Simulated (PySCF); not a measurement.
Species: C4H9NO.
Atom-mapped SMILES: `[CH2:1]1[CH2:2][O:3][CH2:4][CH2:5][NH:6]1` (hydrogens: H7, H8 on C1; H9, H10 on C2; H11, H12 on C4; H13, H14 on C5; H15 on N6)

Jobs on this species (15 atoms, 48 electrons) with PySCF (density fitting). Hardware of each: an Intel Xeon Platinum 8488C with one thread, no GPU (shared host). Other jobs ran on the host; a repeat could differ by tens of per cent or more. Peak memory is the resident size of the whole Python process, interpreter and libraries included.

```json
{"level and settings": "BP86/pcSseg-1", "work": "shieldings, ring-centre shieldings", "basis functions": "147", "SCF cycles": "?", "wall time": "?", "peak memory": "?"}
{"level and settings": "OPBE/pcSseg-1", "work": "shieldings, ring-centre shieldings", "basis functions": "147", "SCF cycles": "?", "wall time": "?", "peak memory": "?"}
{"level and settings": "BLYP/pcSseg-1", "work": "shieldings, ring-centre shieldings", "basis functions": "147", "SCF cycles": "14", "wall time": "18 s", "peak memory": "0.72 GiB"}
{"level and settings": "PBE/pcSseg-1", "work": "shieldings, ring-centre shieldings", "basis functions": "147", "SCF cycles": "13", "wall time": "18 s", "peak memory": "0.72 GiB"}
{"level and settings": "LDA/pcSseg-1", "work": "shieldings, ring-centre shieldings", "basis functions": "147", "SCF cycles": "14", "wall time": "15 s", "peak memory": "0.69 GiB"}
{"level and settings": "PBE0-D3(BJ)/def2-SVP, grid level 1", "work": "geometry optimisation from a GFN2-xTB start", "basis functions": "129", "SCF cycles": "25", "wall time": "23 s", "peak memory": "0.56 GiB"}
{"level and settings": "HF/pcSseg-1", "work": "shieldings, ring-centre shieldings", "basis functions": "147", "SCF cycles": "10", "wall time": "5.6 s", "peak memory": "0.75 GiB"}
```

Problem. Fill in the missing figures.

Solution. 
- BP86/pcSseg-1; shieldings, ring-centre shieldings: 17 s, 0.69 GiB, 13 SCF cycles
- OPBE/pcSseg-1; shieldings, ring-centre shieldings: 18 s, 0.72 GiB, 14 SCF cycles

Problem. What do all jobs in the table cost together?

Solution. About 1.9 min; the longest takes about 20 % of that, and about 4.1 times as long as the shortest.
